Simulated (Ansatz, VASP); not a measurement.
**TaC2 in VASP and in Ansatz**

```
Ta C
1.0
    -1.57875    1.57875    2.98014
     1.57875   -1.57875    2.98014
     1.57875    1.57875   -2.98014
Ta C
1 2
Direct
  0.00000 0.00000 0.00000
  0.38346 0.38346 0.00000
  0.61654 0.61654 0.00000
```

Change from the starting cell: species swapped into the LaC2 type (I4/mmm, No. 139).

Alike in both runs: functional PBE; k mesh 6 × 6 × 6; occupations gaussian, width 0.1 eV; no spin polarisation.

Ansatz relaxed the structure, and its values are those at the end. VASP's run is a single point on that final structure, the one shown.

|  | VASP | Ansatz |
| --- | --- | --- |
| version | VASP 6.6.1 | Ansatz 0.2.0 |
| potentials or method | VASP PAW PBE potentials, release 64 (Ta_pv, C) | scalar-relativistic, plane waves, PAW |
| plane-wave cutoff (eV) | 520 | 420 |
| valence electrons in the cell | 19 | 21 |

|  | VASP | Ansatz | Ansatz less VASP |
| --- | --- | --- | --- |
| gap on the k mesh at the Fermi level (eV) | none | none | - |
| pressure (GPa) | 0.5 | -0.4 | -0.82 |
| rms of the force components (eV/Å) | 0.050 | 0.011 | -0.0392 |

A gap of «none» marks a metal or a gap that the smearing closes. With one functional, cell and mesh, what is left measures potentials, basis and numerics. The two sets of potentials don't hold the same shells in valence.

Caveats: the k mesh is coarse (spacing up to 0.47 Å⁻¹), so the values aren't converged. Spin-orbit coupling is left out, which matters for the levels of Ta.
